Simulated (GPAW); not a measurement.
# HgTe (Coloradoite) (F-43m) in GPAW: notebook, part 2 of 3

GPAW 26.7.0.

## 3. Equation of state, BLYP+D3(BJ)

run.py

```python
from ase import Atoms
from ase.calculators.mixing import SumCalculator
from ase.eos import EquationOfState
from ase.io import Trajectory
from ase.units import GPa
from dftd3.ase import DFTD3
from gpaw import GPAW, PW, setup_paths

setup_paths.insert(0, '.')

atoms = Atoms(['Hg', 'Te'],
              cell=[[0.0, 3.2145, 3.2145],
                    [3.2145, 0.0, 3.2145],
                    [3.2145, 3.2145, 0.0]],
              scaled_positions=[[0.0, 0.0, 0.0],
                                [0.75, 0.75, 0.75]],
              pbc=True)

traj = Trajectory('eos.traj', 'w')
volumes, energies = [], []
for x in [0.94, 0.96, 0.98, 1.0, 1.02, 1.04, 1.06]:
    a = atoms.copy()
    a.set_cell(atoms.cell * x**(1 / 3), scale_atoms=True)
    calc = GPAW(mode=PW(600),
                xc='BLYP',
                kpts={'size': (6, 6, 6), 'gamma': True},
                occupations={'name': 'fermi-dirac', 'width': 0.05},
                nbands=18,
                convergence={'density': 1e-05, 'energy': 1e-05},
                eigensolver='davidson',
                maxiter=150,
                txt=f'eos-{x:.2f}.txt')
    a.calc = SumCalculator([calc, DFTD3(method='blyp', damping='d3bj')])
    energies.append(a.get_potential_energy())
    volumes.append(a.get_volume())
    p = -a.get_stress()[:3].mean() / GPa
    calc.write(f'eos-{x:.2f}.gpw')
    traj.write(a)
    print(f'{x:.2f} {volumes[-1]:10.4f} A^3 {energies[-1]:14.6f} eV {p:9.3f} GPa', flush=True)

v0, e0, B = EquationOfState(volumes, energies, eos='birchmurnaghan').fit()
print(f'V0 = {v0:.4f} A^3, E0 = {e0:.6f} eV, B0 = {B / GPa:.2f} GPa')
```

Potentials or basis: PAW data sets generated in the run's folder for this functional, pw.

Started as:

```console
$ gpaw-setup -f BLYP Hg Te
$ OMP_NUM_THREADS=1 python run.py
```

Log:

```text
__  _  _
 | _ |_)|_||  |
 |__||  | ||/\| - 26.7.0

Input parameters:
  mode=PW(ecut=600.0),
  convergence={'density': 1e-05, 'energy': 1e-05},
  eigensolver=Davidson(niter=2),
  kpts=MonkhorstPack(size=(6, 6, 6), gamma=True),
  maxiter=150,
  nbands=18,
  occupations=Occupations(name='fermi-dirac', width=0.05),
  xc=XC(name='BLYP')

Diagonalizing LCAO Hamiltonian
Converting LCAO to pw mode

                      Te

       Hg

Atoms  # Å, Bohr magnetons
|   | symbol |        x |        y |        z |    initial magnetic moments |
|---|--------|----------|----------|----------|-----------------------------|
| 0 |     Hg | 0.000000 | 0.000000 | 0.000000 | ( 0.0000,  0.0000,  0.0000) |
| 1 |     Te | 4.756583 | 4.756583 | 4.756583 | ( 0.0000,  0.0000,  0.0000) |

Unit cell  # Å
| periodic |        x |        y |        z |  lengths |    angles |
|----------|----------|----------|----------|----------|-----------|
|      yes | 0.000000 | 3.171055 | 3.171055 | 4.484550 | 60.000000 |
|      yes | 3.171055 | 0.000000 | 3.171055 | 4.484550 | 60.000000 |
|      yes | 3.171055 | 3.171055 | 0.000000 | 4.484550 | 60.000000 |

Number of symmetries: 24
Symmetry operations  # r_c * U_cc + t_c -> r_c
|    | kind |            matrix            |
|----|------|------------------------------|
|  0 |  E   |  1, 0, 0,  0, 1, 0,  0, 0, 1 |
|  1 |  σ   |  1, 0, 0,  0, 0, 1,  0, 1, 0 |
|  2 |  σ   |  1, 0,-1,  0, 1,-1,  0, 0,-1 |
|  3 |  C3  |  1, 0,-1,  0, 0,-1,  0, 1,-1 |
|  4 |  C3  |  1,-1, 0,  0,-1, 1,  0,-1, 0 |
|  5 |  σ   |  1,-1, 0,  0,-1, 0,  0,-1, 1 |
|  6 |  σ   |  0, 1, 0,  1, 0, 0,  0, 0, 1 |
|  7 |  C3  |  0, 1, 0,  0, 0, 1,  1, 0, 0 |
|  8 |  C2  |  0, 1,-1,  1, 0,-1,  0, 0,-1 |
|  9 |  S4  |  0, 1,-1,  0, 0,-1,  1, 0,-1 |
| 10 |  C3  |  0, 0, 1,  1, 0, 0,  0, 1, 0 |
| 11 |  σ   |  0, 0, 1,  0, 1, 0,  1, 0, 0 |
| 12 |  S4  |  0, 0,-1,  1, 0,-1,  0, 1,-1 |
| 13 |  C3  |  0, 0,-1,  0, 1,-1,  1, 0,-1 |
| 14 |  S4  |  0,-1, 1,  1,-1, 0,  0,-1, 0 |
| 15 |  C2  |  0,-1, 1,  0,-1, 0,  1,-1, 0 |
| 16 |  C3  |  0,-1, 0,  1,-1, 0,  0,-1, 1 |
| 17 |  S4  |  0,-1, 0,  0,-1, 1,  1,-1, 0 |
| 18 |  S4  | -1, 1, 0, -1, 0, 1, -1, 0, 0 |
| 19 |  C3  | -1, 1, 0, -1, 0, 0, -1, 0, 1 |
| 20 |  C3  | -1, 0, 1, -1, 1, 0, -1, 0, 0 |
| 21 |  S4  | -1, 0, 1, -1, 0, 0, -1, 1, 0 |
| 22 |  σ   | -1, 0, 0, -1, 1, 0, -1, 0, 1 |
| 23 |  C2  | -1, 0, 0, -1, 0, 1, -1, 1, 0 |

BZ-sampling:
  Number of BZ points: 216
  Number of IBZ points: 16

  Monkhorst-Pack size: [6, 6, 6]
[... 77 lines left out ...]
    cutoffs:
      filter: 2.09  # [Å]
      core: 3.17  # [Å]
    projectors
    | kind |    occ | energy [eV] | rcut [Å] |
    |------|--------|-------------|----------|
    |   5s |  2.000 |     -14.974 |    1.180 |
    |   5p |  4.000 |      -5.797 |    1.196 |
    |    s |        |      12.238 |    1.180 |
    |    p |        |      21.414 |    1.196 |
    |    d |        |       0.000 |    1.238 |

    Using partial waves for Te as LCAO basis

Reference energy: -717992.165827  # eV

eigensolver:
  Davidson
  Converge bands: occupied
  niter=2

density mixing:
  MSR1-Mixer
  Pratt-step length: 0.05
  Maximum mixing coefficient: 0.75
  Old densities: 10
  SVD Regularization: 0.005
  Good broyden scale: 1.0
  Trust region scale: 1.0
  Backstep threshold: 4.0
  History deletion threshold: 6.0
  Fourier metric: weight=20.0, sigma=0.015

occupation numbers:
  Fermi-Dirac:
    width: 0.0500  # eV

poisson solver:
  ecut: 4800.0  # eV

xc functional:
  name: BLYP with 2 nearest neighbor stencil

convergence criteria:
- Maximum integral of absolute [dens]ity change: 1e-05 electrons / valence electron
- Maximum [total energy] change in last 3 cyles: 1e-05 eV / valence electron
- Maximum integral of absolute [eigenst]ate change: 4e-08 eV^2 / valence electron
maximum number of iterations: 150

SCF iterations
|iter     | |      energy | eigst |  dens |
|---------|-|-------------|-------|-------|
|iter:   1| |   -3.234339 | -0.04 |       |
|iter:   2| |   -3.212863 | -1.16 | -1.44 |
|iter:   3| |   -3.142853 | -1.54 | -1.47 |
|iter:   4| |   -3.128676 | -2.36 | -1.89 |
|iter:   5| |   -3.134651 | -2.87 | -2.20 |
|iter:   6| |   -3.135338 | -3.55 | -2.98 |
|iter:   7| |   -3.135409 | -4.30 | -3.64 |
|iter:   8| |   -3.135420c| -5.03 | -4.10 |
|iter:   9| |   -3.135421c| -5.73 | -4.76 |
|iter:  10| |   -3.135421c| -6.38 | -5.32c|
|iter:  11| |   -3.135421c| -6.93 | -5.97c|
|iter:  12| |   -3.135421c| -7.46c| -6.34c|

Converged in 12 steps
Energy contributions relative to reference atoms: (reference = -717992.165827)

Energy contributions:
  Kinetic:          47.049155
  Coulomb:         -39.850793
  Zero:             -2.067555
  External:          0.000000
  Xc:               -8.265764
  Entropy:          -0.000927
  Spinorbit:         0.000000
  ----------------------------
  Free energy:      -3.135885
  Extrapolated:     -3.135421

dipole moment: (-17.232807, -17.232807, -17.232807)  # |e|*Ang

Fermi level: 5.651
Eigenvalues  # (at kpt = [0.000, 0.000, 0.000])
| band index |      eig [eV] | occ [0-2] |
|------------|---------------|-----------|
|          0 |       -58.127 |     2.000 |
|        ... |               |           |
|          5 |        -2.207 |     2.000 |
|          6 |        -2.207 |     2.000 |
|          7 |        -1.633 |     2.000 |
|          8 |        -1.633 |     2.000 |
|          9 |         5.058 |     2.000 |
|         10 |         5.615 |     1.342 |
|         11 |         5.615 |     1.342 |
|         12 |         5.615 |     1.342 |
|         13 |         9.824 |     0.000 |
|         14 |         9.824 |     0.000 |
|         15 |         9.824 |     0.000 |
|         16 |        12.305 |     0.000 |
|         17 |        15.572 |     0.000 |

No gap
No difference between direct/indirect transitions

Stress tensor  # eV/Ang^3
|         x |         y |         z |
|-----------|-----------|-----------|
| -0.065277 | -0.000000 | -0.000000 |
| -0.000000 | -0.065277 |  0.000000 |
| -0.000000 |  0.000000 | -0.065277 |

# Writing to eos-0.96.gpw (mode='')
```

stdout:

```text
0.94    62.4451 A^3      -4.857383 eV     6.522 GPa
0.96    63.7737 A^3      -4.905874 eV     5.115 GPa
0.98    65.1023 A^3      -4.943336 eV     3.864 GPa
1.00    66.4309 A^3      -4.970992 eV     2.751 GPa
1.02    67.7595 A^3      -4.989940 eV     1.761 GPa
1.04    69.0882 A^3      -5.001152 eV     0.880 GPa
1.06    70.4168 A^3      -5.005417 eV     0.096 GPa
<dir> UserWarning: The minimum volume of your fit is not in your volumes.  You may not have a minimum in your dataset!
  warnings.warn(
V0 = 70.6554 A^3, E0 = -5.005520 eV, B0 = 38.57 GPa
```

eos-0.94.txt:

```text
SCF iterations
|iter     | |      energy | eigst |  dens |
|---------|-|-------------|-------|-------|
|iter:   1| |   -3.145476 | -0.02 |       |
|iter:   2| |   -3.123935 | -1.14 | -1.44 |
|iter:   3| |   -3.051827 | -1.53 | -1.47 |
|iter:   4| |   -3.034635 | -2.36 | -1.88 |
|iter:   5| |   -3.040870 | -2.86 | -2.19 |
[... 40 lines left out ...]
|         14 |        10.061 |     0.000 |
|         15 |        10.061 |     0.000 |
|         16 |        12.574 |     0.000 |
|         17 |        15.829 |     0.000 |

No gap
No difference between direct/indirect transitions

Stress tensor  # eV/Ang^3
|         x |         y |         z |
|-----------|-----------|-----------|
| -0.075438 | -0.000000 |  0.000000 |
| -0.000000 | -0.075438 |  0.000000 |
|  0.000000 |  0.000000 | -0.075438 |

# Writing to eos-0.94.gpw (mode='')
```

Wall time 2.1 min (1 thread of Arm Neoverse V1, shared host); peak memory 0.28 GiB.

Results:

* Equilibrium volume: 35.33 Å³/atom (rough: see the caveat)
* Bulk modulus: 39 GPa (rough)

Energy against volume, from the lowest point:
```
volume (Å³/atom)  energy (meV/atom)
          31.223              74.04
          31.887              49.79
          32.551              31.06
          33.215              17.23
          33.880               7.75
          34.544               2.14
          35.208               0.00
```

Caveat: the minimum lies outside the volumes run. Spin-orbit coupling is left out, which matters for the levels of Hg, Te.

## 4. Equation of state, BLYP+D4

run.py, as its differences from that of step 3:

```diff
@@ -5,3 +5,3 @@
 from ase.units import GPa
-from dftd3.ase import DFTD3
+from dftd4.ase import DFTD4
 from gpaw import GPAW, PW, setup_paths
@@ -32,3 +32,3 @@
                 txt=f'eos-{x:.2f}.txt')
-    a.calc = SumCalculator([calc, DFTD3(method='blyp', damping='d3bj')])
+    a.calc = SumCalculator([calc, DFTD4(method='blyp')])
     energies.append(a.get_potential_energy())
```

Potentials or basis: PAW data sets generated in the run's folder for this functional, pw.

Started as:

```console
$ gpaw-setup -f BLYP Hg Te
$ OMP_NUM_THREADS=1 python run.py
```

Log:

```text
__  _  _
 | _ |_)|_||  |
 |__||  | ||/\| - 26.7.0

Input parameters:
  mode=PW(ecut=600.0),
  convergence={'density': 1e-05, 'energy': 1e-05},
  eigensolver=Davidson(niter=2),
  kpts=MonkhorstPack(size=(6, 6, 6), gamma=True),
  maxiter=150,
  nbands=18,
  occupations=Occupations(name='fermi-dirac', width=0.05),
  xc=XC(name='BLYP')

Diagonalizing LCAO Hamiltonian
Converting LCAO to pw mode

                     Te

       Hg

Atoms  # Å, Bohr magnetons
|   | symbol |        x |        y |        z |    initial magnetic moments |
|---|--------|----------|----------|----------|-----------------------------|
| 0 |     Hg | 0.000000 | 0.000000 | 0.000000 | ( 0.0000,  0.0000,  0.0000) |
| 1 |     Te | 4.723319 | 4.723319 | 4.723319 | ( 0.0000,  0.0000,  0.0000) |

Unit cell  # Å
| periodic |        x |        y |        z |  lengths |    angles |
|----------|----------|----------|----------|----------|-----------|
|      yes | 0.000000 | 3.148880 | 3.148880 | 4.453188 | 60.000000 |
|      yes | 3.148880 | 0.000000 | 3.148880 | 4.453188 | 60.000000 |
|      yes | 3.148880 | 3.148880 | 0.000000 | 4.453188 | 60.000000 |

Number of symmetries: 24
Symmetry operations  # r_c * U_cc + t_c -> r_c
|    | kind |            matrix            |
|----|------|------------------------------|
|  0 |  E   |  1, 0, 0,  0, 1, 0,  0, 0, 1 |
|  1 |  σ   |  1, 0, 0,  0, 0, 1,  0, 1, 0 |
|  2 |  σ   |  1, 0,-1,  0, 1,-1,  0, 0,-1 |
|  3 |  C3  |  1, 0,-1,  0, 0,-1,  0, 1,-1 |
|  4 |  C3  |  1,-1, 0,  0,-1, 1,  0,-1, 0 |
|  5 |  σ   |  1,-1, 0,  0,-1, 0,  0,-1, 1 |
|  6 |  σ   |  0, 1, 0,  1, 0, 0,  0, 0, 1 |
|  7 |  C3  |  0, 1, 0,  0, 0, 1,  1, 0, 0 |
|  8 |  C2  |  0, 1,-1,  1, 0,-1,  0, 0,-1 |
|  9 |  S4  |  0, 1,-1,  0, 0,-1,  1, 0,-1 |
| 10 |  C3  |  0, 0, 1,  1, 0, 0,  0, 1, 0 |
| 11 |  σ   |  0, 0, 1,  0, 1, 0,  1, 0, 0 |
| 12 |  S4  |  0, 0,-1,  1, 0,-1,  0, 1,-1 |
| 13 |  C3  |  0, 0,-1,  0, 1,-1,  1, 0,-1 |
| 14 |  S4  |  0,-1, 1,  1,-1, 0,  0,-1, 0 |
| 15 |  C2  |  0,-1, 1,  0,-1, 0,  1,-1, 0 |
| 16 |  C3  |  0,-1, 0,  1,-1, 0,  0,-1, 1 |
| 17 |  S4  |  0,-1, 0,  0,-1, 1,  1,-1, 0 |
| 18 |  S4  | -1, 1, 0, -1, 0, 1, -1, 0, 0 |
| 19 |  C3  | -1, 1, 0, -1, 0, 0, -1, 0, 1 |
| 20 |  C3  | -1, 0, 1, -1, 1, 0, -1, 0, 0 |
| 21 |  S4  | -1, 0, 1, -1, 0, 0, -1, 1, 0 |
| 22 |  σ   | -1, 0, 0, -1, 1, 0, -1, 0, 1 |
| 23 |  C2  | -1, 0, 0, -1, 0, 1, -1, 1, 0 |

BZ-sampling:
  Number of BZ points: 216
  Number of IBZ points: 16

  Monkhorst-Pack size: [6, 6, 6]
  Monkhorst-Pack shift: [0.08333333333333333, 0.08333333333333333, 0.08333333333333333]

[... 76 lines left out ...]
      filter: 2.09  # [Å]
      core: 3.17  # [Å]
    projectors
    | kind |    occ | energy [eV] | rcut [Å] |
    |------|--------|-------------|----------|
    |   5s |  2.000 |     -14.974 |    1.180 |
    |   5p |  4.000 |      -5.797 |    1.196 |
    |    s |        |      12.238 |    1.180 |
    |    p |        |      21.414 |    1.196 |
    |    d |        |       0.000 |    1.238 |

    Using partial waves for Te as LCAO basis

Reference energy: -717992.165827  # eV

eigensolver:
  Davidson
  Converge bands: occupied
  niter=2

density mixing:
  MSR1-Mixer
  Pratt-step length: 0.05
  Maximum mixing coefficient: 0.75
  Old densities: 10
  SVD Regularization: 0.005
  Good broyden scale: 1.0
  Trust region scale: 1.0
  Backstep threshold: 4.0
  History deletion threshold: 6.0
  Fourier metric: weight=20.0, sigma=0.015

occupation numbers:
  Fermi-Dirac:
    width: 0.0500  # eV

poisson solver:
  ecut: 4800.0  # eV

xc functional:
  name: BLYP with 2 nearest neighbor stencil

convergence criteria:
- Maximum integral of absolute [dens]ity change: 1e-05 electrons / valence electron
- Maximum [total energy] change in last 3 cyles: 1e-05 eV / valence electron
- Maximum integral of absolute [eigenst]ate change: 4e-08 eV^2 / valence electron
maximum number of iterations: 150

SCF iterations
|iter     | |      energy | eigst |  dens |
|---------|-|-------------|-------|-------|
|iter:   1| |   -3.145476 | -0.02 |       |
|iter:   2| |   -3.123935 | -1.14 | -1.44 |
|iter:   3| |   -3.051827 | -1.53 | -1.47 |
|iter:   4| |   -3.034635 | -2.36 | -1.88 |
|iter:   5| |   -3.040870 | -2.86 | -2.19 |
|iter:   6| |   -3.041617 | -3.53 | -2.95 |
|iter:   7| |   -3.041691 | -4.29 | -3.63 |
|iter:   8| |   -3.041703c| -5.03 | -4.05 |
|iter:   9| |   -3.041704c| -5.75 | -4.74 |
|iter:  10| |   -3.041704c| -6.43 | -5.30c|
|iter:  11| |   -3.041704c| -7.02 | -5.86c|
|iter:  12| |   -3.041704c| -7.55c| -6.29c|

Converged in 12 steps
Energy contributions relative to reference atoms: (reference = -717992.165827)

Energy contributions:
  Kinetic:          49.553961
  Coulomb:         -41.942509
  Zero:             -2.069257
  External:          0.000000
  Xc:               -8.583442
  Entropy:          -0.000917
  Spinorbit:         0.000000
  ----------------------------
  Free energy:      -3.042163
  Extrapolated:     -3.041704

dipole moment: (-17.050277, -17.050277, -17.050277)  # |e|*Ang

Fermi level: 5.929
Eigenvalues  # (at kpt = [0.000, 0.000, 0.000])
| band index |      eig [eV] | occ [0-2] |
|------------|---------------|-----------|
|          0 |       -57.952 |     2.000 |
|        ... |               |           |
|          5 |        -2.067 |     2.000 |
|          6 |        -2.067 |     2.000 |
|          7 |        -1.466 |     2.000 |
|          8 |        -1.466 |     2.000 |
|          9 |         5.392 |     2.000 |
|         10 |         5.894 |     1.339 |
|         11 |         5.894 |     1.339 |
|         12 |         5.894 |     1.339 |
|         13 |        10.061 |     0.000 |
|         14 |        10.061 |     0.000 |
|         15 |        10.061 |     0.000 |
|         16 |        12.574 |     0.000 |
|         17 |        15.829 |     0.000 |

No gap
No difference between direct/indirect transitions

Stress tensor  # eV/Ang^3
|         x |         y |         z |
|-----------|-----------|-----------|
| -0.075438 | -0.000000 |  0.000000 |
| -0.000000 | -0.075438 |  0.000000 |
|  0.000000 |  0.000000 | -0.075438 |

# Writing to eos-0.94.gpw (mode='')
```

Wall time 2 min (1 thread of Arm Neoverse V1, shared host); peak memory 0.28 GiB.

What came out:

```
Equilibrium volume : 35.95 Å³/atom (rough: see the caveat)
Bulk modulus       : 37 GPa (rough)
```

Energy against volume, from the lowest point:
```
volume (Å³/atom)  energy (meV/atom)
          31.223              93.41
          31.887              65.54
          32.551              43.36
          33.215              26.24
          33.880              13.63
          34.544               5.00
          35.208               0.00
```

Caveat: the minimum lies outside the volumes run. The run has no spin-orbit coupling, so splittings on Hg, Te are missing.

(Part 2 of 3 ends here.)
